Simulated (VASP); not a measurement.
# Tb (P6_3/mmc) in VASP: a series of runs

Aim: see how the results for Tb move with the level of theory and the settings. Levels: PBEsol, LDA, vdW-DF. Tasks: single point, relaxation of cell and atoms.

Everything below comes from runs of VASP 6.6.1. Logs are shortened: lines on timing, memory, paths and dates and some standing lists are left out, and cuts for length are marked.

## Step 1: The structure

Symmetry: P6_3/mmc, No. 194, hexagonal system. Conventional cell: a = 3.601 Å, b = 3.601 Å, c = 5.694 Å, α = 90.00°, β = 90.00°, γ = 120.00°. Tb (site symmetry -6m2) has 12 Tb at 3.53 to 3.60 Å as nearest neighbours.

## Step 2: Single point, PBEsol, collinear spin, ferromagnetic start

Input file INCAR:

```
  ALGO = Normal
  EDIFF = 1E-7
  ENCUT = 520
  GGA = PS
  ISIF = 2
  ISMEAR = 0
  ISPIN = 2
  LASPH = T
  LCHARG = F
  LMAXMIX = 6
  LORBIT = 11
  LREAL = F
  LWAVE = F
  MAGMOM = 6 6
  NELM = 120
  PREC = Accurate
  SIGMA = 0.05
```

Input file KPOINTS:

```
k-points
0
Gamma
  9 9 5
```

Input file POSCAR:

```
Tb
1.0
    3.6010000000      0.0000000000      0.0000000000
   -1.8005000000      3.1185574790      0.0000000000
    0.0000000000      0.0000000000      5.6936000000
Tb
2
Direct
    0.6666666667      0.3333333333      0.7500000000
    0.3333333333      0.6666666667      0.2500000000
```

Potentials or basis: VASP PAW PBE potentials, release 64 (Tb_3), 4f in core.

Run with:

```console
$ cat potpaw_PBE.64/Tb_3/POTCAR > POTCAR
$ mpirun -np 1 vasp_std > vasp.out
```

OUTCAR:

```text
EDIFF = 1E-7
   ENCUT = 520
   GGA = PS
   ISIF = 2
   ISMEAR = 0
   ISPIN = 2
   LASPH = T
   LORBIT = 11
   LREAL = F
   NELM = 120
   PREC = Accurate

 ion  position               nearest neighbor table
   1  0.667  0.333  0.750-   2 3.53   2 3.53   2 3.53   2 3.53   2 3.53   2 3.53
   2  0.333  0.667  0.250-   1 3.53   1 3.53   1 3.53   1 3.53   1 3.53   1 3.53

  LATTYP: Found a hexagonal cell.
 ALAT       =     3.6010000000
 C/A-ratio  =     1.5811163566

  Lattice vectors:

 A1 = (   3.6010000000,   0.0000000000,   0.0000000000)
 A2 = (  -1.8005000000,   3.1185574790,   0.0000000000)
 A3 = (   0.0000000000,   0.0000000000,   5.6936000000)

Analysis of symmetry for initial positions (statically):
=====================================================================
 Subroutine PRICEL returns:
 Original cell was already a primitive cell.

 Routine SETGRP: Setting up the symmetry group for a
 hexagonal supercell.

 Subroutine GETGRP returns: Found 24 space group operations
 (whereof 12 operations were pure point group operations)
 out of a pool of 24 trial point group operations.

The static configuration has the point symmetry D_3d.
 The point group associated with its full space group is D_6h.

Analysis of symmetry for dynamics (positions and initial velocities):
=====================================================================
 Subroutine PRICEL returns:
 Original cell was already a primitive cell.

 Routine SETGRP: Setting up the symmetry group for a
 hexagonal supercell.

 Subroutine GETGRP returns: Found 24 space group operations
 (whereof 12 operations were pure point group operations)
 out of a pool of 24 trial point group operations.

The dynamic configuration has the point symmetry D_3d.
 The point group associated with its full space group is D_6h.

Analysis of structural, dynamic, and magnetic symmetry:
=====================================================================
 Subroutine PRICEL returns:
 Original cell was already a primitive cell.

 Routine SETGRP: Setting up the symmetry group for a
 hexagonal supercell.

 Subroutine GETGRP returns: Found 24 space group operations
 (whereof 12 operations were pure point group operations)
 out of a pool of 24 trial point group operations.

The overall configuration has the point symmetry D_3d.
[... 119 lines left out ...]
     AMIX     =   0.40;   BMIX     =  1.00
     AMIX_MAG =   1.60;   BMIX_MAG =  1.00
  volume/ion in A,a.u.               =      31.97       215.74
  Fermi-wavevector in a.u.,A,eV,Ry     =   1.072946  2.027573 15.663195  1.151212
  Thomas-Fermi vector in A             =   2.208731
   LORBIT       =     11    0 simple, 1 ext, 2 COOP (PROOUT), +10 PAW based schemes
   GGA     = PS    functional components
   LHFCALC =     F    Hartree Fock is set to
   AEXX    =    0.0000 exact exchange contribution
   IVDW    =     0    specifies the selected vdW correction
   LEPSILON=     F    determine dielectric tensor
   LRPA    =     F    only Hartree local field effects (RPA)
 spin polarized calculation
 Gauss-broadening in eV      SIGMA  =   0.05
  energy-cutoff  :      520.00
  volume of cell :       63.94
 maximum number of plane-waves:      1743
 NGX is ok and might be reduce to    28
   NGX = 13   NGY = 13   NGZ = 21

 number of electron      18.0000002 magnetization      -0.0012937

 number of electron      18.0000002 magnetization       0.0002930

 Free energy of the ion-electron system (eV)
  ---------------------------------------------------
  ext. energy  EPLUGINS =         0.00000000
  ---------------------------------------------------
  free energy    TOTEN  =        -9.97410079 eV

  energy without entropy =       -9.97202898  energy(sigma->0) =       -9.97306489

 E-fermi :   3.1093     XC(G=0):  -9.9535

 val. band max:        3.0516419558   @ k =   0.4444   0.0000   0.2000
 cond. band min:       3.1209770243   @ k =   0.2222   0.2222   0.4000
 fundamental gap:      0.0693350685
 Fermi energy:         3.1092604749

 spin component 1

 k-point     1 :       0.0000    0.0000    0.0000
  band No.  band energies     occupation
      1     -19.8008      1.00000
      2     -19.1717      1.00000
      3     -19.1717      1.00000
      4     -19.0570      1.00000
      5     -19.0570      1.00000
      6     -19.0151      1.00000
[... 517 lines left out ...]
     18       8.9658      0.00000
     19      11.4188      0.00000

 [... further k-points ...]

 spin component 2

 k-point     1 :       0.0000    0.0000    0.0000
  band No.  band energies     occupation
      1     -19.8008      1.00000
      2     -19.1717      1.00000
      3     -19.1717      1.00000
      4     -19.0570      1.00000
      5     -19.0570      1.00000
      6     -19.0151      1.00000
[... 517 lines left out ...]
     18       8.9659      0.00000
     19      11.4188      0.00000

 [... further k-points ...]

------------------------ aborting loop because EDIFF is reached ----------------------------------------

  FORCE on cell =-STRESS in cart. coord.  units (eV):
  Direction    XX          YY          ZZ          XY          YZ          ZX
  --------------------------------------------------------------------------------------
  -------------------------------------------------------------------------------------
  Total       -0.7959397     -0.7959397     -0.8882191      0.0000000     -0.0000000      0.0000000
  in kB      -19.9446730    -19.9446730    -22.2570130      0.0000000     -0.0000000      0.0000000
  external PRESSURE =     -20.7154530 kB  Pullay stress =       0.0000000 kB

 VOLUME and BASIS-vectors are now :
 -----------------------------------------------------------------------------
  energy-cutoff  :      520.00
  volume of cell :       63.94
      direct lattice vectors                 reciprocal lattice vectors
     3.601000000  0.000000000  0.000000000     0.277700639  0.160330539  0.000000000
    -1.800500000  3.118557479  0.000000000     0.000000000  0.320661077  0.000000000
     0.000000000  0.000000000  5.693600000     0.000000000  0.000000000  0.175635802

 POSITION                                       TOTAL-FORCE (eV/Angst)
 -----------------------------------------------------------------------------------
      1.80050      1.03952      4.27020         0.000000     -0.000000      0.000000
     -0.00000      2.07904      1.42340        -0.000000      0.000000      0.000000
 -----------------------------------------------------------------------------------
    total drift:                               -0.000000      0.000000     -0.000000

  FREE ENERGIE OF THE ION-ELECTRON SYSTEM (eV)
  ---------------------------------------------------
  free  energy   TOTEN  =        -9.9741007881 eV

  energy  without entropy=       -9.9720289823  energy(sigma->0) =       -9.97306489

 total charge

# of ion       s       p       d       tot
------------------------------------------
    1        0.400   6.297   1.116   7.812
    2        0.400   6.297   1.116   7.812
--------------------------------------------------
tot          0.799  12.593   2.232  15.624

 magnetization (x)

# of ion       s       p       d       tot
------------------------------------------
    1       -0.000   0.000   0.000   0.000
    2       -0.000   0.000   0.000   0.000
--------------------------------------------------
tot         -0.000   0.000   0.000   0.000
```

OSZICAR:

```text
N       E                     dE             d eps       ncg     rms          rms(c)
DAV:   1     0.616618231520E+02    0.61662E+02   -0.83809E+03  2744   0.845E+02
DAV:   2    -0.209358393948E+00   -0.61871E+02   -0.58799E+02  2830   0.223E+02
DAV:   3    -0.252308635613E+01   -0.23137E+01   -0.22366E+01  3557   0.273E+01
DAV:   4    -0.256219259794E+01   -0.39106E-01   -0.38907E-01  3206   0.336E+00
DAV:   5    -0.256284126466E+01   -0.64867E-03   -0.64849E-03  3541   0.397E-01    0.380E+01
DAV:   6    -0.808632101567E+01   -0.55235E+01   -0.22336E+00  3093   0.771E+00    0.208E+01
DAV:   7    -0.951615959979E+01   -0.14298E+01   -0.37552E-01  2895   0.401E+00    0.982E+00
DAV:   8    -0.994693886019E+01   -0.43078E+00   -0.56658E-01  3098   0.309E+00    0.503E+00
DAV:   9    -0.995306058165E+01   -0.61217E-02   -0.26182E-02  2948   0.867E-01    0.171E+00
DAV:  10    -0.996361339590E+01   -0.10553E-01   -0.17314E-02  2893   0.492E-01    0.113E+00
DAV:  11    -0.996845273238E+01   -0.48393E-02   -0.27888E-03  3094   0.179E-01    0.102E+00
DAV:  12    -0.997384975506E+01   -0.53970E-02   -0.44944E-03  2910   0.214E-01    0.278E-01
DAV:  13    -0.997371525023E+01    0.13450E-03   -0.17188E-03  3176   0.147E-01    0.349E-01
DAV:  14    -0.997392233935E+01   -0.20709E-03   -0.97397E-05  3109   0.439E-02    0.214E-01
DAV:  15    -0.997409266993E+01   -0.17033E-03   -0.14042E-04  2899   0.365E-02    0.426E-02
DAV:  16    -0.997409488020E+01   -0.22103E-05   -0.49997E-05  3079   0.224E-02    0.409E-02
DAV:  17    -0.997410069926E+01   -0.58191E-05   -0.10818E-05  2889   0.113E-02    0.583E-03
DAV:  18    -0.997410078814E+01   -0.88873E-07   -0.19283E-07  3108   0.205E-03
   1 F= -.99741008E+01 E0= -.99730649E+01  d E =-.207181E-02  mag=     0.0002
```

stdout:

```text
POSCAR found type information on POSCAR Tb
 POSCAR found :  1 types and       2 ions
 scaLAPACK will be used
 -----------------------------------------------------------------------------
|                                                                             |
|                                                                             |
|     You enforced a specific xc type in the INCAR file but a different       |
|     I HOPE YOU KNOW WHAT YOU ARE DOING!                                     |
|                                                                             |
 -----------------------------------------------------------------------------

 LDA part: xc-table for (Slater+PW92), standard interpolation
 POSCAR, INCAR and KPOINTS ok, starting setup
 FFT: planning ... GRIDC
 FFT: planning ... GRID_SOFT
 FFT: planning ... GRID
 WAVECAR not read
 entering main loop
```

Run time: 43 s. Hardware: 1 thread of Intel Xeon 6975P-C (Granite Rapids), shared host; peak memory 0.24 GiB.

What came out:

```
Free energy                                           : -9.9741 eV
Pressure                                              : -2.1 GPa
Band gap on the k mesh                                : none (metal or under the smearing width)
Net moment                                            : 0.00 μB per cell
Valence electrons inside the program's atomic spheres : Tb 7.81
```

Caveat: the magnetic or orbital state may not be the lowest; the PAW data sets were made with another functional, which shifts forces and pressure a little; spin-orbit coupling is left out, which moves the levels of the heavy elements; the 4f electrons are frozen in the core as for a trivalent ion, so they carry no moment and show no levels. The state reached can hang on the start; a lower one may exist.

## Step 3: Single point, PBEsol, collinear spin, ferromagnetic start

Input file run.py:

```python
from ase import Atoms
from ase.calculators.vasp import Vasp
from ase.dft.bandgap import bandgap

atoms = Atoms(
    ['Tb', 'Tb'],
    cell=[[3.601, 0.0, 0.0], [-1.8005, 3.118557479, 0.0], [0.0, 0.0, 5.6936]],
    scaled_positions=[[0.6666666667, 0.3333333333, 0.75], [0.3333333333, 0.6666666667, 0.25]],
    pbc=True,
)
atoms.set_initial_magnetic_moments([6.0, 6.0])
calc = Vasp(
    directory='calc',
    xc='pbesol',
    pp='PBE',
    setups='materialsproject',
    prec='Accurate',
    encut=520,
    ediff=1e-06,
    ismear=0,
    sigma=0.05,
    lreal=False,
    lasph=True,
    nelm=100,
    algo='Normal',
    isif=2,
    lwave=False,
    lcharg=False,
    ispin=2,
    lorbit=11,
    lmaxmix=6,
    kpts=[9, 9, 5],
    gamma=True,
)
atoms.calc = calc

print('energy (eV):', atoms.get_potential_energy())
print('free energy (eV):', atoms.get_potential_energy(force_consistent=True))
print('forces (eV/A):')
print(atoms.get_forces())
print('stress (eV/A^3, Voigt):', atoms.get_stress())
print('Fermi level (eV):', calc.get_fermi_level())
print('moment (muB):', atoms.get_magnetic_moment())
print('site moments (muB):', atoms.get_magnetic_moments())
gap, top, bottom = bandgap(calc)
print('band gap (eV):', gap, 'from (spin, k, band)', top, 'to', bottom)
```

Potentials or basis: VASP PAW PBE potentials, release 64 (Tb_3), 4f in core.

Run with:

```console
$ python run.py
```

Wall time 44 s (1 thread of Intel Xeon 6975P-C (Granite Rapids), shared host); peak memory 0.24 GiB.

It converged, with:

| Property | Result |
| --- | --- |
| Free energy | -9.9741 eV |
| Pressure | -2.1 GPa |
| Band gap on the k mesh | none (metal or under the smearing width) |
| Net moment | 0.00 μB per cell |
| Valence electrons inside the program's atomic spheres | Tb 7.81 |

Stress tensor (GPa, compression positive):
```
-1.99  0.00  0.00
 0.00 -1.99  0.00
 0.00  0.00 -2.23
```

Levels at points of the mesh, in eV from the Fermi level:
Spin up:
```
           k point  band 7  band 8  band 9  band 10  band 11  band 12
(0.00, 0.00, 0.00)   -4.95   -2.16    1.38     1.75     1.75     2.03
```
Spin down:
| k point | band 6 | band 7 | band 8 | band 9 | band 10 | band 11 | band 12 | band 13 |
| --- | --- | --- | --- | --- | --- | --- | --- | --- |
| (0.00, 0.00, 0.00) | -22.12 | -4.95 | -2.16 | 1.38 | 1.75 | 1.75 | 2.03 | 2.44 |

Caveat: the magnetic or orbital state may not be the lowest; the PAW data sets were made with another functional, which shifts forces and pressure a little; spin-orbit coupling is left out, which moves the levels of the heavy elements; the 4f electrons are frozen in the core as for a trivalent ion, so they carry no moment and show no levels. The state reached can hang on the start; a lower one may exist.

## Step 4: Single point, LDA, collinear spin, ferromagnetic start

Input file INCAR:

```
PREC = Accurate ; ENCUT = 520
EDIFF = 1E-6 ; ISMEAR = 0
SIGMA = 0.05 ; LREAL = False
LASPH = True ; NELM = 120
ALGO = Normal ; ISIF = 2
LWAVE = False ; LCHARG = False
ISPIN = 2 ; MAGMOM = 6 6
LORBIT = 11 ; LMAXMIX = 6
GGA = CA ; NBANDS = 20
```

Input file KPOINTS:

```
regular mesh
0
Gamma
  9 9 5
```

POSCAR is that of step 2.

Run with:

```console
$ cat potpaw_PBE.64/Tb_3/POTCAR > POTCAR
$ mpirun -np 1 vasp_std > vasp.out
```

It took 43 s on 1 thread of AMD EPYC 9R45 (Zen 5), shared host; peak memory 0.17 GiB.

The run converged. Its results:

| Property | Result |
| --- | --- |
| Free energy | -10.4045 eV |
| Pressure | -4.1 GPa |
| Band gap on the k mesh | none (metal or under the smearing width) |
| Net moment | 0.00 μB per cell |
| Valence electrons inside the program's atomic spheres | Tb 7.82 |

Stress tensor (GPa, compression positive):
```
-3.99  0.00  0.00
 0.00 -3.99  0.00
 0.00  0.00 -4.25
```

Levels at points of the mesh, in eV from the Fermi level:
Spin up:
```csv
k point,band 6,band 7,band 8,band 9,band 10,band 11,band 12,band 13
"(0.00, 0.00, 0.00)",-22.02,-4.91,-2.16,1.49,1.71,1.71,1.98,2.38
```
Spin down:
| k point | band 6 | band 7 | band 8 | band 9 | band 10 | band 11 | band 12 | band 13 |
| --- | --- | --- | --- | --- | --- | --- | --- | --- |
| (0.00, 0.00, 0.00) | -22.02 | -4.91 | -2.16 | 1.49 | 1.71 | 1.71 | 1.98 | 2.38 |

Caveat: the magnetic or orbital state may not be the lowest; the PAW data sets were made with another functional, which shifts forces and pressure a little; spin-orbit coupling is left out, which moves the levels of the heavy elements; the 4f electrons are frozen in the core as for a trivalent ion, so they carry no moment and show no levels.

## Step 5: Relaxation of cell and atoms, vdW-DF, non-collinear spin, antiferromagnetic start (volume scaled by 1.25)

Input file INCAR:

```
  PREC = Accurate
  ENCUT = 680
  EDIFF = 1E-6
  ISMEAR = -1
  SIGMA = 0.05
  LREAL = False
  LASPH = True
  NELM = 100
  ALGO = Normal
  ISIF = 3
  LWAVE = False
  LCHARG = False
  LNONCOLLINEAR = True
  MAGMOM = 6 0 0 -6 0 0
  LORBIT = 11
  LMAXMIX = 6
  GGA = RE
  LUSE_VDW = True
  AGGAC = 0.0
  IBRION = 2
  NSW = 40
  EDIFFG = -0.01
```

Input file KPOINTS:

```
Automatic mesh
0
Gamma
  7 7 4
```

Input file POSCAR:

```
Tb
3.8791
    0.999989600526      0.000000000000      0.000000000000
   -0.499994800263      0.866016397566      0.000000000000
    0.000000000000      0.000000000000      1.581099913794
Tb
2
Direct
    0.6666666667      0.3333333333      0.7500000000
    0.3333333333      0.6666666667      0.2500000000
```

Run with:

```console
$ cat potpaw_PBE.64/Tb_3/POTCAR > POTCAR
$ mpirun -np 1 vasp_ncl > vasp.out
```

Run time: 25 min. Hardware: 1 thread of AMD EPYC 9R45 (Zen 5), shared host; peak memory 1.2 GiB.

Results (log left out):

```
Free energy                                           : -2.7819 eV
Relaxed volume                                        : 33.60 Å³/atom
Relaxed cell                                          : a = 3.679 Å, b = 3.679 Å, c = 5.732 Å, α = 90.00°, β = 90.00°, γ = 120.00°
Space group after relaxing (to 0.05 Å)                : P6_3/mmc (No. 194)
Energy gained by relaxing                             : 117.6 meV/atom
Ionic steps                                           : 7
Pressure after relaxing                               : 0.0 GPa
Band gap on the k mesh                                : none (metal or under the smearing width)
Net moment                                            : 0.00 μB per cell
Valence electrons inside the program's atomic spheres : Tb 7.75
```

Step by step:
```csv
step,energy change (eV),largest force (eV/Å),pressure (GPa),volume (Å³)
1,0.0000,0.0000,-5.17,79.92
2,-0.2322,0.0000,0.77,65.91
3,-0.2351,0.0000,0.02,67.11
4,-0.2350,0.0000,-0.11,67.35
5,-0.2351,0.0000,-0.11,67.35
6,-0.2351,0.0000,-0.10,67.36
7,-0.2352,0.0000,0.00,67.19
```

Final structure:
```
CELL_PARAMETERS angstrom
3.67922 0.00000 0.00000
-1.83961 3.18630 0.00000
0.00000 0.00000 5.73185
ATOMIC_POSITIONS crystal
Tb 0.66667 0.33333 0.75000
Tb 0.33333 0.66667 0.25000
```

Levels at points of the mesh, in eV from the Fermi level:
| k point | band 16 | band 17 | band 18 | band 19 | band 20 | band 21 |
| --- | --- | --- | --- | --- | --- | --- |
| (0.00, 0.00, 0.00) | -2.06 | 1.30 | 1.30 | 1.64 | 1.64 | 1.64 |
| (0.00, 0.00, 0.50) | -3.31 | 0.93 | 0.93 | 0.93 | 0.93 | 1.54 |

Moments on the atoms (μB; x, y, z):
```
Tb  0.00 0.00 0.00
Tb  0.00 0.00 0.00
```

Caveat: the magnetic or orbital state may not be the lowest; the PAW data sets were made with another functional, which shifts forces and pressure a little; spin-orbit coupling is left out, which moves the levels of the heavy elements; the 4f electrons are frozen in the core as for a trivalent ion, so they carry no moment and show no levels.

## Step 6: Summary

| task | level | spin | cell | k mesh | cutoff (eV) | smearing | gap on the mesh (eV) | pressure (GPa) | moment (μB) |
| --- | --- | --- | --- | --- | --- | --- | --- | --- | --- |
| single point | PBEsol | collinear, ferromagnetic start | as given | 9 × 9 × 5 | 520 | gaussian 0.05 eV | none | -2.1 | 0.00 |
| single point | LDA | collinear, ferromagnetic start | as given | 9 × 9 × 5 | 520 | gaussian 0.05 eV | none | -4.1 | 0.00 |
| relaxation of cell and atoms | vdW-DF | non-collinear, antiferromagnetic start | relaxed from: volume scaled by 1.25 | 7 × 7 × 4 | 680 | fermi-dirac 0.05 eV | none | 0.0 | 0.00 |

Alike in all rows: potentials or basis VASP PAW PBE potentials, release 64 (Tb_3), 4f in core.

Caveats: the magnetic or orbital state may not be the lowest; the PAW data sets were made with another functional, which shifts forces and pressure a little; spin-orbit coupling is left out, which moves the levels of the heavy elements; the 4f electrons are frozen in the core as for a trivalent ion, so they carry no moment and show no levels.

Total energies depend on the potentials used, so only differences within one code and one set of settings carry meaning.
